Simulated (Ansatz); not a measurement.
The system is KMgF3.

```
K Mg F
1.0
     3.98590    0.00000    0.00000
     0.00000    3.98590    0.00000
     0.00000    0.00000    3.98590
K Mg F
1 1 3
Direct
  0.50000 0.50000 0.50000
  0.00000 0.00000 0.00000
  0.00000 0.00000 0.50000
  0.00000 0.50000 0.00000
  0.50000 0.00000 0.00000
```

Base run:

| Item | Value |
| --- | --- |
| Program | Ansatz 0.2.0 |
| Functional | PBEsol |
| Potentials or basis | Ansatz PAW |
| Cutoff | 420 eV (not typed: the program's choice for these potentials) |
| k mesh | 7 × 7 × 7 |
| Occupations | fermi-dirac, width 0.05 eV |
| Spin | no spin polarisation |

Its results: band gap on the k mesh 7.18 eV, indirect (least direct gap 7.47 eV); pressure 0.3 GPa.

The run is repeated on the same cell with these changes: functional from PBEsol to r2SCAN; cutoff from 420 eV (not typed: the program's choice for these potentials) to 500 eV (not typed: the program's choice for these potentials). What comes out?

Band gap on the k mesh 8.30 eV, indirect (least direct gap 8.58 eV); pressure -0.3 GPa.

r2SCAN gives the wider gap, since meta-GGAs in the generalised Kohn-Sham scheme recover part of the derivative discontinuity.

Caveats: odd divisions of the mesh miss points on the zone boundary, where band edges often lie, so the gap on the mesh can be too wide; the PAW data sets come from PBE, with cores solved anew for the run's functional, which leaves a small shift of forces and pressure; the density of states is complete only up to the lowest level of the last band computed.

A k mesh can miss the band edges.
